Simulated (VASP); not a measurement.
# GaN (Fm-3m) in VASP: further runs, part 2 of 2

VASP 6.6.1. Earlier steps stand in the parts before.

**4. Band structure, PBE, non-collinear spin, zero start, spin-orbit coupling**

POSCAR

```
GaN
1.0
    0.0000000000      2.1352350000      2.1352350000
    2.1352350000      0.0000000000      2.1352350000
    2.1352350000      2.1352350000      0.0000000000
Ga N
1 1
Direct
    0.0000000000      0.0000000000      0.0000000000
    0.5000000000      0.5000000000      0.5000000000
```

INCAR.step1

```
  PREC = Accurate
  ENCUT = 520
  EDIFF = 1E-6
  ISMEAR = 0
  SIGMA = 0.02
  LREAL = False
  LASPH = True
  NELM = 80
  ALGO = Normal
  ISIF = 2
  LWAVE = False
  LCHARG = True
  MAGMOM = 0 0 0 0 0 0
  LORBIT = 11
  LSORBIT = True
  GGA_COMPAT = False
  GGA = PE
  NBANDS = 30
```

KPOINTS.step1

```
regular mesh
0
Gamma
  10 10 10
```

INCAR.step2

```
  PREC = Accurate
  ENCUT = 520
  EDIFF = 1E-6
  ISMEAR = 0
  SIGMA = 0.05
  LREAL = False
  LASPH = True
  NELM = 80
  ALGO = Normal
  ISIF = 2
  LWAVE = False
  LCHARG = False
  MAGMOM = 0 0 0 0 0 0
  LORBIT = 11
  LSORBIT = True
  GGA_COMPAT = False
  GGA = PE
  NBANDS = 30
  ICHARG = 11
```

KPOINTS.step2

```
path GXWKGLUWLK,UX
15
line-mode
reciprocal
 0.0000000000  0.0000000000  0.0000000000  G
 0.5000000000  0.0000000000  0.5000000000  X

 0.5000000000  0.0000000000  0.5000000000  X
 0.5000000000  0.2500000000  0.7500000000  W

 0.5000000000  0.2500000000  0.7500000000  W
 0.3750000000  0.3750000000  0.7500000000  K

 0.3750000000  0.3750000000  0.7500000000  K
 0.0000000000  0.0000000000  0.0000000000  G

 0.0000000000  0.0000000000  0.0000000000  G
 0.5000000000  0.5000000000  0.5000000000  L

 0.5000000000  0.5000000000  0.5000000000  L
 0.6250000000  0.2500000000  0.6250000000  U

 0.6250000000  0.2500000000  0.6250000000  U
 0.5000000000  0.2500000000  0.7500000000  W

 0.5000000000  0.2500000000  0.7500000000  W
 0.5000000000  0.5000000000  0.5000000000  L

 0.5000000000  0.5000000000  0.5000000000  L
 0.3750000000  0.3750000000  0.7500000000  K

 0.6250000000  0.2500000000  0.6250000000  U
 0.5000000000  0.0000000000  0.5000000000  X
```

Potentials or basis: VASP PAW PBE potentials, release 64 (Ga_d, N).

Started as:

```sh
$ cat potpaw_PBE.64/Ga_d/POTCAR potpaw_PBE.64/N/POTCAR > POTCAR
$ cp INCAR.step1 INCAR
$ cp KPOINTS.step1 KPOINTS
$ mpirun -np 1 vasp_ncl > vasp.out
$ cp INCAR.step2 INCAR
$ cp KPOINTS.step2 KPOINTS
$ mpirun -np 1 vasp_ncl > vasp.out
```

OUTCAR:

```text
PREC = Accurate
   ENCUT = 520
   EDIFF = 1E-6
   ISMEAR = 0
   LREAL = False
   LASPH = True
   NELM = 80
   ISIF = 2
   LORBIT = 11
   LSORBIT = True
   GGA = PE
   ICHARG = 11

 ion  position               nearest neighbor table
   1  0.000  0.000  0.000-   2 2.14   2 2.14   2 2.14   2 2.14   2 2.14   2 2.14
   2  0.500  0.500  0.500-   1 2.14   1 2.14   1 2.14   1 2.14   1 2.14   1 2.14

  LATTYP: Found a face centered cubic cell.
 ALAT       =     4.2704700000

  Lattice vectors:

 A1 = (   0.0000000000,   2.1352350000,   2.1352350000)
 A2 = (   2.1352350000,   0.0000000000,   2.1352350000)
 A3 = (   2.1352350000,   2.1352350000,   0.0000000000)

Analysis of symmetry for initial positions (statically):
=====================================================================
 Subroutine PRICEL returns:
 Original cell was already a primitive cell.

 Routine SETGRP: Setting up the symmetry group for a
 face centered cubic supercell.

 Subroutine GETGRP returns: Found 48 space group operations
 (whereof 48 operations were pure point group operations)
 out of a pool of 48 trial point group operations.

The static configuration has the point symmetry O_h .

Analysis of symmetry for dynamics (positions and initial velocities):
=====================================================================
 Subroutine PRICEL returns:
 Original cell was already a primitive cell.

 Routine SETGRP: Setting up the symmetry group for a
 face centered cubic supercell.

 Subroutine GETGRP returns: Found 48 space group operations
 (whereof 48 operations were pure point group operations)
 out of a pool of 48 trial point group operations.

The dynamic configuration has the point symmetry O_h .

Analysis of structural, dynamic, and magnetic symmetry:
=====================================================================
 Subroutine PRICEL returns:
 Original cell was already a primitive cell.

 Routine SETGRP: Setting up the symmetry group for a
 face centered cubic supercell.

 Subroutine GETGRP returns: Found 48 space group operations
 (whereof 48 operations were pure point group operations)
 out of a pool of 48 trial point group operations.

The overall configuration has the point symmetry O_h .

 Subroutine INISYM returns: Found 48 space group operations
 (whereof 48 operations are pure point group operations),
 and found     1 'primitive' translations

----------------------------------------------------------------------------------------

                                     Primitive cell

  volume of cell :      19.4700

  direct lattice vectors                    reciprocal lattice vectors
     0.000000000  2.135235000  2.135235000    -0.234166263  0.234166263  0.234166263
     2.135235000  0.000000000  2.135235000     0.234166263 -0.234166263  0.234166263
     2.135235000  2.135235000  0.000000000     0.234166263  0.234166263 -0.234166263

[... 119 lines left out ...]
  ext. energy  EPLUGINS =         0.00000000
  ---------------------------------------------------
  free energy    TOTEN  =       -11.67288999 eV

  energy without entropy =      -11.67288999  energy(sigma->0) =      -11.67288999

 E-fermi :   7.7155     XC(G=0): -12.9044

 val. band max:        7.5180880541   @ k =   0.1875   0.1875   0.3750
 cond. band min:       7.9150091800   @ k =   0.5000   0.0000   0.5000
 fundamental gap:      0.3969211259
 Fermi energy:         7.7155293771

 k-point     1 :       0.0000    0.0000    0.0000
  band No.  band energies     occupation
      1      -9.4820      1.00000
      2      -9.4820      1.00000
      3      -6.7281      1.00000
      4      -6.7281      1.00000
      5      -6.7281      1.00000
      6      -6.7281      1.00000
[... 781 lines left out ...]
     29      29.9808      0.00000
     30      29.9808      0.00000

 [... further k-points ...]

------------------------ aborting loop because EDIFF is reached ----------------------------------------

  FORCE on cell =-STRESS in cart. coord.  units (eV):
  Direction    XX          YY          ZZ          XY          YZ          ZX
  --------------------------------------------------------------------------------------
  -------------------------------------------------------------------------------------
  Total       -2.4544104     -2.4544104     -2.4544104      0.0000000      0.0000000     -0.0000000
  in kB     -201.9717940   -201.9717940   -201.9717940      0.0000000      0.0000000     -0.0000000
  external PRESSURE =    -201.9717940 kB  Pullay stress =       0.0000000 kB

 VOLUME and BASIS-vectors are now :
 -----------------------------------------------------------------------------
  energy-cutoff  :      520.00
  volume of cell :       19.47
      direct lattice vectors                 reciprocal lattice vectors
     0.000000000  2.135235000  2.135235000    -0.234166263  0.234166263  0.234166263
     2.135235000  0.000000000  2.135235000     0.234166263 -0.234166263  0.234166263
     2.135235000  2.135235000  0.000000000     0.234166263  0.234166263 -0.234166263

 POSITION                                       TOTAL-FORCE (eV/Angst)
 -----------------------------------------------------------------------------------
      0.00000      0.00000      0.00000        -0.000000     -0.000000     -0.000000
      2.13524      2.13524      2.13524         0.000000      0.000000      0.000000
 -----------------------------------------------------------------------------------
    total drift:                                0.000000     -0.000000     -0.000000

  FREE ENERGIE OF THE ION-ELECTRON SYSTEM (eV)
  ---------------------------------------------------
  free  energy   TOTEN  =       -11.6728899909 eV

  energy  without entropy=      -11.6728899908  energy(sigma->0) =      -11.67288999

 Spin-Orbit-Coupling matrix elements

 Ion:    1  E_soc:     -0.0096916
 l=   1
     0.0000000    -0.0008431    -0.0008431
    -0.0008431     0.0000000    -0.0008431
    -0.0008431    -0.0008431     0.0000000
 l=   2
     0.0000000    -0.0001633     0.0000000    -0.0001633    -0.0006089
    -0.0001633     0.0000000    -0.0004567    -0.0001633    -0.0001522
     0.0000000    -0.0004567     0.0000000    -0.0004567     0.0000000
    -0.0001633    -0.0001633    -0.0004567     0.0000000    -0.0001522
    -0.0006089    -0.0001522     0.0000000    -0.0001522     0.0000000
 l=   3
     0.0000000     0.0000000     0.0000000     0.0000000     0.0000000     0.0000000     0.0000000
     0.0000000     0.0000000     0.0000000     0.0000000     0.0000000     0.0000000     0.0000000
     0.0000000     0.0000000     0.0000000     0.0000000     0.0000000     0.0000000     0.0000000
     0.0000000     0.0000000     0.0000000     0.0000000     0.0000000     0.0000000     0.0000000
     0.0000000     0.0000000     0.0000000     0.0000000     0.0000000     0.0000000     0.0000000
     0.0000000     0.0000000     0.0000000     0.0000000     0.0000000     0.0000000     0.0000000
     0.0000000     0.0000000     0.0000000     0.0000000     0.0000000     0.0000000     0.0000000

 Ion:    2  E_soc:     -0.0000818
 l=   1
     0.0000000    -0.0000136    -0.0000136
    -0.0000136     0.0000000    -0.0000136
    -0.0000136    -0.0000136     0.0000000
 l=   2
     0.0000000     0.0000000     0.0000000     0.0000000     0.0000000
     0.0000000     0.0000000     0.0000000     0.0000000     0.0000000
     0.0000000     0.0000000     0.0000000     0.0000000     0.0000000
     0.0000000     0.0000000     0.0000000     0.0000000     0.0000000
     0.0000000     0.0000000     0.0000000     0.0000000     0.0000000
 l=   3
     0.0000000     0.0000000     0.0000000     0.0000000     0.0000000     0.0000000     0.0000000
     0.0000000     0.0000000     0.0000000     0.0000000     0.0000000     0.0000000     0.0000000
     0.0000000     0.0000000     0.0000000     0.0000000     0.0000000     0.0000000     0.0000000
     0.0000000     0.0000000     0.0000000     0.0000000     0.0000000     0.0000000     0.0000000
     0.0000000     0.0000000     0.0000000     0.0000000     0.0000000     0.0000000     0.0000000
     0.0000000     0.0000000     0.0000000     0.0000000     0.0000000     0.0000000     0.0000000
     0.0000000     0.0000000     0.0000000     0.0000000     0.0000000     0.0000000     0.0000000

 total charge

# of ion       s       p       d       tot
------------------------------------------
    1        0.667   0.783  10.146  11.596
    2        1.222   2.461   0.000   3.683
--------------------------------------------------
tot          1.889   3.243  10.146  15.279

 magnetization (x)

# of ion       s       p       d       tot
------------------------------------------
    1       -0.000  -0.000   0.000  -0.000
    2       -0.000   0.000   0.000   0.000
--------------------------------------------------
tot         -0.000   0.000   0.000   0.000

 magnetization (y)

# of ion       s       p       d       tot
------------------------------------------
    1       -0.000  -0.000  -0.000  -0.000
    2       -0.000   0.000   0.000  -0.000
--------------------------------------------------
tot         -0.000  -0.000  -0.000  -0.000

 magnetization (z)

# of ion       s       p       d       tot
------------------------------------------
    1        0.000  -0.000   0.000   0.000
    2       -0.000  -0.000   0.000  -0.000
--------------------------------------------------
tot          0.000  -0.000   0.000  -0.000
```

Wall time 2.4 min (1 thread of Intel Xeon Platinum 8488C (Sapphire Rapids), shared host); peak memory 0.28 GiB.

Results:

```yaml
Net_moment: 0.00 μB per cell
```

Moments on the atoms (μB; x, y, z):
```
Ga  0.00 0.00 0.00
N   0.00 0.00 0.00
```

Caveat: the log is that of the step along the path at fixed density, whose energy, stress, charges and moments have no meaning.

**5. The runs side by side**

| task | level | spin | gap on the mesh (eV) |
| --- | --- | --- | --- |
| dielectric tensor | PBE | off | 0.43 |
| band structure | r2SCAN | off | 0.92 |
| band structure | PBE | non-collinear, zero start, SOC | - |

Alike in all rows: potentials or basis VASP PAW PBE potentials, release 64 (Ga_d, N); cell as given; k mesh 10 × 10 × 10; cutoff (eV) 520; smearing gaussian 0.02 eV.

Caveats: the gap is small at this level, which inflates the dielectric constant (some runs); the PAW data sets were made with another functional, which shifts forces and pressure a little (some runs).

Total energies depend on the potentials used, so only differences within one code and one set of settings carry meaning.
